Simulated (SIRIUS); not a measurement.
# Ca (Fm-3m) in SIRIUS: a series of runs, part 2 of 2

SIRIUS 7.12.0. The steps go on from the part before.

### Step 5. Equation of state, WC, 43.63 Å³/atom

Contents of sirius.json:

```json
{
  "control": {
    "processing_unit": "cpu",
    "std_evp_solver_name": "lapack",
    "gen_evp_solver_name": "lapack",
    "verbosity": 2,
    "print_forces": false,
    "ortho_rf": true,
    "use_second_variation": true,
    "rmt_max": 3.0,
    "num_bands_to_print": 11,
    "save_wf": true
  },
  "parameters": {
    "electronic_structure_method": "full_potential_lapwlo",
    "xc_functionals": ["XC_GGA_X_WC", "XC_GGA_C_PBE"],
    "core_relativity": "dirac",
    "valence_relativity": "iora",
    "num_fv_states": 11,
    "smearing": "fermi_dirac",
    "smearing_width": 0.0018374661,
    "pw_cutoff": 20,
    "gk_cutoff": 3.25,
    "lmax_apw": 10,
    "lmax_rho": 8,
    "lmax_pot": 8,
    "num_mag_dims": 0,
    "auto_rmt": 0,
    "ngridk": [8, 8, 8],
    "shiftk": [0, 0, 0],
    "num_dft_iter": 80,
    "energy_tol": 1e-07,
    "density_tol": 1e-05,
    "use_symmetry": true
  },
  "settings": {"tol_ne": 1e-10},
  "iterative_solver": {"type": "exact"},
  "mixer": {"type": "anderson", "beta": 0.5, "max_history": 8},
  "unit_cell": {
    "lattice_vectors": [[0.0, 5.2802727374, 5.2802727374], [5.2802727374, 0.0, 5.2802727374], [5.2802727374, 5.2802727374, 0.0]],
    "atom_types": ["Ca"],
    "atom_files": {"Ca": "Ca.json"},
    "atoms": {"Ca": [[0.0, 0.0, 0.0]]}
  }
}
```

Contents of Ca.json:

```json
{
  "name": "calcium",
  "symbol": "Ca",
  "number": 20,
  "mass": 40.078,
  "rmin": 1e-06,
  "rmt": 2.4,
  "nrmt": 800,
  "rinf": 19.35,
  "core": "1s2s2p",
  "valence": [
    {"basis": [{"enu": -0.09, "dme": 0, "n": 0, "auto": 0}, {"enu": -0.09, "dme": 1, "n": 0, "auto": 0}]},
    {"l": 0, "n": 1, "basis": [{"enu": 0.01, "dme": 0, "n": 0, "auto": 0}]},
    {"l": 1, "n": 2, "basis": [{"enu": 0.01, "dme": 0, "n": 0, "auto": 0}]},
    {"l": 2, "n": 3, "basis": [{"enu": 0.01, "dme": 0, "n": 0, "auto": 0}]},
    {"l": 3, "n": 4, "basis": [{"enu": 0.01, "dme": 0, "n": 0, "auto": 0}]}
  ],
  "lo": [
    {"l": 0, "basis": [{"enu": 0.01, "dme": 0, "n": 0, "auto": 0}, {"enu": 0.01, "dme": 1, "n": 0, "auto": 0}]},
    {
      "l": 0,
      "basis": [{"enu": -1.5675, "dme": 0, "n": 3, "auto": 1}, {"enu": -1.5675, "dme": 1, "n": 3, "auto": 1}]
    },
    {
      "l": 0,
      "basis": [{"enu": -1.5675, "dme": 1, "n": 3, "auto": 1}, {"enu": 0.01, "dme": 0, "n": 0, "auto": 0}]
    },
    {"l": 0, "basis": [{"enu": 0.01, "dme": 0, "n": 0, "auto": 0}, {"enu": 2.7878, "dme": 0, "n": 0, "auto": 0}]},
    {"l": 1, "basis": [{"enu": 0.01, "dme": 0, "n": 0, "auto": 0}, {"enu": 0.01, "dme": 1, "n": 0, "auto": 0}]},
    {
      "l": 1,
      "basis": [{"enu": -0.8768, "dme": 0, "n": 3, "auto": 1}, {"enu": -0.8768, "dme": 1, "n": 3, "auto": 1}]
    },
    {
      "l": 1,
      "basis": [{"enu": -0.8768, "dme": 1, "n": 3, "auto": 1}, {"enu": 0.01, "dme": 0, "n": 0, "auto": 0}]
    },
    {"l": 1, "basis": [{"enu": 0.01, "dme": 0, "n": 0, "auto": 0}, {"enu": 3.2044, "dme": 0, "n": 0, "auto": 0}]},
    {"l": 2, "basis": [{"enu": 0.01, "dme": 0, "n": 0, "auto": 0}, {"enu": 0.01, "dme": 1, "n": 0, "auto": 0}]},
    {"l": 2, "basis": [{"enu": 0.01, "dme": 1, "n": 0, "auto": 0}, {"enu": 0.01, "dme": 2, "n": 0, "auto": 0}]},
    {"l": 2, "basis": [{"enu": 0.01, "dme": 0, "n": 0, "auto": 0}, {"enu": 2.7183, "dme": 0, "n": 0, "auto": 0}]},
    {"l": 3, "basis": [{"enu": 0.01, "dme": 0, "n": 0, "auto": 0}, {"enu": 0.01, "dme": 1, "n": 0, "auto": 0}]}
  ],
  "free_atom": [... radial grid and density of the free atom, the start of the SCF ...]
}
```

Contents of sirius_start.json:

```json
{
  "control": {
    "processing_unit": "cpu",
    "std_evp_solver_name": "lapack",
    "gen_evp_solver_name": "lapack",
    "verbosity": 1,
    "print_forces": false,
    "ortho_rf": true,
    "use_second_variation": true,
    "rmt_max": 3.0,
    "num_bands_to_print": 11,
    "save_wf": false
  },
  "parameters": {
    "electronic_structure_method": "full_potential_lapwlo",
    "xc_functionals": ["XC_LDA_X", "XC_LDA_C_PW"],
    "core_relativity": "dirac",
    "valence_relativity": "iora",
    "num_fv_states": 11,
    "smearing": "fermi_dirac",
    "smearing_width": 0.0055123983,
    "pw_cutoff": 20,
    "gk_cutoff": 2.6,
    "lmax_apw": 10,
    "lmax_rho": 8,
    "lmax_pot": 8,
    "num_mag_dims": 0,
    "auto_rmt": 0,
    "ngridk": [3, 3, 3],
    "shiftk": [0, 0, 0],
    "num_dft_iter": 30,
    "energy_tol": 0.01,
    "density_tol": 0.05,
    "use_symmetry": true
  },
  "settings": {"tol_ne": 1e-10},
  "iterative_solver": {"type": "exact"},
  "mixer": {"type": "anderson", "beta": 0.5, "max_history": 8},
  "unit_cell": {
    "lattice_vectors": [[0.0, 5.2802727374, 5.2802727374], [5.2802727374, 0.0, 5.2802727374], [5.2802727374, 5.2802727374, 0.0]],
    "atom_types": ["Ca"],
    "atom_files": {"Ca": "Ca.json"},
    "atoms": {"Ca": [[0.0, 0.0, 0.0]]}
  }
}
```

Started as:

```bash
$ OMP_NUM_THREADS=1 sirius.scf --input=sirius_start.json --output=start.json
$ OMP_NUM_THREADS=1 sirius.scf --input=sirius.json --output=output.json --task=1
```

Wall time 18 s (1 thread of AMD EPYC 7R43 (Zen 3), shared host); peak memory 0.35 GiB.

The run converged. Its results:

* Free energy: -18505.7518 eV
* Band gap on the k mesh: none (metal or under the smearing width)
* All electrons inside the program's atomic spheres: Ca 18.09 (radii Ca 2.4 bohr)

### Step 6. Equation of state, WC, 44.50 Å³/atom (volume scaled by 1.02)

sirius.json, as its differences from that of step 5:

```diff
@@ -39,3 +39,3 @@
   "unit_cell": {
-    "lattice_vectors": [[0.0, 5.2802727374, 5.2802727374], [5.2802727374, 0.0, 5.2802727374], [5.2802727374, 5.2802727374, 0.0]],
+    "lattice_vectors": [[0.0, 5.3152424503, 5.3152424503], [5.3152424503, 0.0, 5.3152424503], [5.3152424503, 5.3152424503, 0.0]],
     "atom_types": ["Ca"],
```

Ca.json is that of step 5.

sirius_start.json, as its differences from that of step 5:

```diff
@@ -39,3 +39,3 @@
   "unit_cell": {
-    "lattice_vectors": [[0.0, 5.2802727374, 5.2802727374], [5.2802727374, 0.0, 5.2802727374], [5.2802727374, 5.2802727374, 0.0]],
+    "lattice_vectors": [[0.0, 5.3152424503, 5.3152424503], [5.3152424503, 0.0, 5.3152424503], [5.3152424503, 5.3152424503, 0.0]],
     "atom_types": ["Ca"],
```

Potentials or basis: all-electron FP-LAPW, apw+lo standard.

Started as:

```bash
$ OMP_NUM_THREADS=1 sirius.scf --input=sirius_start.json --output=start.json
$ OMP_NUM_THREADS=1 sirius.scf --input=sirius.json --output=output.json --task=1
```

Wall time 18 s (1 thread of AMD EPYC 7R43 (Zen 3), shared host); peak memory 0.35 GiB.

The run converged. Its results:

- Free energy: -18505.7446 eV
- Band gap on the k mesh: none (metal or under the smearing width)
- All electrons inside the program's atomic spheres: Ca 18.08 (radii Ca 2.4 bohr)

### Step 7. Equation of state, WC, 45.38 Å³/atom (volume scaled by 1.04)

sirius.json, as its differences from that of step 6:

```diff
@@ -39,3 +39,3 @@
   "unit_cell": {
-    "lattice_vectors": [[0.0, 5.3152424503, 5.3152424503], [5.3152424503, 0.0, 5.3152424503], [5.3152424503, 5.3152424503, 0.0]],
+    "lattice_vectors": [[0.0, 5.3497579787, 5.3497579787], [5.3497579787, 0.0, 5.3497579787], [5.3497579787, 5.3497579787, 0.0]],
     "atom_types": ["Ca"],
```

Ca.json is that of step 6.

sirius_start.json, as its differences from that of step 6:

```diff
@@ -39,3 +39,3 @@
   "unit_cell": {
-    "lattice_vectors": [[0.0, 5.3152424503, 5.3152424503], [5.3152424503, 0.0, 5.3152424503], [5.3152424503, 5.3152424503, 0.0]],
+    "lattice_vectors": [[0.0, 5.3497579787, 5.3497579787], [5.3497579787, 0.0, 5.3497579787], [5.3497579787, 5.3497579787, 0.0]],
     "atom_types": ["Ca"],
```

Started as:

```bash
$ OMP_NUM_THREADS=1 sirius.scf --input=sirius_start.json --output=start.json
$ OMP_NUM_THREADS=1 sirius.scf --input=sirius.json --output=output.json --task=1
```

It took 18 s on 1 thread of AMD EPYC 7R43 (Zen 3), shared host; peak memory 0.36 GiB.

It converged, with:

```
Free energy                                       : -18505.7362 eV
Band gap on the k mesh                            : none (metal or under the smearing width)
All electrons inside the program's atomic spheres : Ca 18.08 (radii Ca 2.4 bohr)
```

### Step 8. Equation of state, WC, 46.25 Å³/atom (volume scaled by 1.06)

sirius.json, as its differences from that of step 7:

```diff
@@ -39,3 +39,3 @@
   "unit_cell": {
-    "lattice_vectors": [[0.0, 5.3497579787, 5.3497579787], [5.3497579787, 0.0, 5.3497579787], [5.3497579787, 5.3497579787, 0.0]],
+    "lattice_vectors": [[0.0, 5.3838337889, 5.3838337889], [5.3838337889, 0.0, 5.3838337889], [5.3838337889, 5.3838337889, 0.0]],
     "atom_types": ["Ca"],
```

Contents of Ca.json:

```json
{
  "name": "calcium",
  "symbol": "Ca",
  "number": 20,
  "mass": 40.078,
  "rmin": 1e-06,
  "rmt": 2.4,
  "nrmt": 800,
  "rinf": 19.35,
  "core": "1s2s2p",
  "valence": [
    {"basis": [{"enu": -0.1, "dme": 0, "n": 0, "auto": 0}, {"enu": -0.1, "dme": 1, "n": 0, "auto": 0}]},
    {"l": 0, "n": 1, "basis": [{"enu": 0.0, "dme": 0, "n": 0, "auto": 0}]},
    {"l": 1, "n": 2, "basis": [{"enu": 0.0, "dme": 0, "n": 0, "auto": 0}]},
    {"l": 2, "n": 3, "basis": [{"enu": 0.0, "dme": 0, "n": 0, "auto": 0}]},
    {"l": 3, "n": 4, "basis": [{"enu": 0.0, "dme": 0, "n": 0, "auto": 0}]}
  ],
  "lo": [
    {"l": 0, "basis": [{"enu": 0.0, "dme": 0, "n": 0, "auto": 0}, {"enu": 0.0, "dme": 1, "n": 0, "auto": 0}]},
    {
      "l": 0,
      "basis": [{"enu": -1.5775, "dme": 0, "n": 3, "auto": 1}, {"enu": -1.5775, "dme": 1, "n": 3, "auto": 1}]
    },
    {"l": 0, "basis": [{"enu": -1.5775, "dme": 1, "n": 3, "auto": 1}, {"enu": 0.0, "dme": 0, "n": 0, "auto": 0}]},
    {"l": 0, "basis": [{"enu": 0.0, "dme": 0, "n": 0, "auto": 0}, {"enu": 2.7778, "dme": 0, "n": 0, "auto": 0}]},
    {"l": 1, "basis": [{"enu": 0.0, "dme": 0, "n": 0, "auto": 0}, {"enu": 0.0, "dme": 1, "n": 0, "auto": 0}]},
    {
      "l": 1,
      "basis": [{"enu": -0.8868, "dme": 0, "n": 3, "auto": 1}, {"enu": -0.8868, "dme": 1, "n": 3, "auto": 1}]
    },
    {"l": 1, "basis": [{"enu": -0.8868, "dme": 1, "n": 3, "auto": 1}, {"enu": 0.0, "dme": 0, "n": 0, "auto": 0}]},
    {"l": 1, "basis": [{"enu": 0.0, "dme": 0, "n": 0, "auto": 0}, {"enu": 3.1944, "dme": 0, "n": 0, "auto": 0}]},
    {"l": 2, "basis": [{"enu": 0.0, "dme": 0, "n": 0, "auto": 0}, {"enu": 0.0, "dme": 1, "n": 0, "auto": 0}]},
    {"l": 2, "basis": [{"enu": 0.0, "dme": 1, "n": 0, "auto": 0}, {"enu": 0.0, "dme": 2, "n": 0, "auto": 0}]},
    {"l": 2, "basis": [{"enu": 0.0, "dme": 0, "n": 0, "auto": 0}, {"enu": 2.7083, "dme": 0, "n": 0, "auto": 0}]},
    {"l": 3, "basis": [{"enu": 0.0, "dme": 0, "n": 0, "auto": 0}, {"enu": 0.0, "dme": 1, "n": 0, "auto": 0}]}
  ],
  "free_atom": [... radial grid and density of the free atom, the start of the SCF ...]
}
```

sirius_start.json, as its differences from that of step 7:

```diff
@@ -39,3 +39,3 @@
   "unit_cell": {
-    "lattice_vectors": [[0.0, 5.3497579787, 5.3497579787], [5.3497579787, 0.0, 5.3497579787], [5.3497579787, 5.3497579787, 0.0]],
+    "lattice_vectors": [[0.0, 5.3838337889, 5.3838337889], [5.3838337889, 0.0, 5.3838337889], [5.3838337889, 5.3838337889, 0.0]],
     "atom_types": ["Ca"],
```

Started as:

```bash
$ OMP_NUM_THREADS=1 sirius.scf --input=sirius_start.json --output=start.json
$ OMP_NUM_THREADS=1 sirius.scf --input=sirius.json --output=output.json --task=1
```

Run time: 18 s. Hardware: 1 thread of AMD EPYC 7R43 (Zen 3), shared host; peak memory 0.36 GiB.

Results (log left out):

| Property | Result |
| --- | --- |
| Free energy | -18505.7265 eV |
| Band gap on the k mesh | none (metal or under the smearing width) |
| All electrons inside the program's atomic spheres | Ca 18.07 (radii Ca 2.4 bohr) |

### Step 9. Equation of state, WC

Potentials or basis: all-electron FP-LAPW, apw+lo standard.

No new run: the results of the series are fitted here.

What came out:

| Property | Result |
| --- | --- |
| Equilibrium volume | 40.43 Å³/atom (rough: see the caveat) |
| Bulk modulus | 16.9 GPa (rough) |

Energy against volume, from the lowest point:
| volume (Å³/atom) | energy (meV/atom) |
| --- | --- |
| 41.014 | 0.00 |
| 41.886 | 2.47 |
| 42.759 | 6.06 |
| 43.632 | 11.73 |
| 44.504 | 18.90 |
| 45.377 | 27.37 |
| 46.250 | 36.99 |

Caveat: the minimum lies outside the volumes run; the fit is doubtful: noisy points or a state that changes with volume.
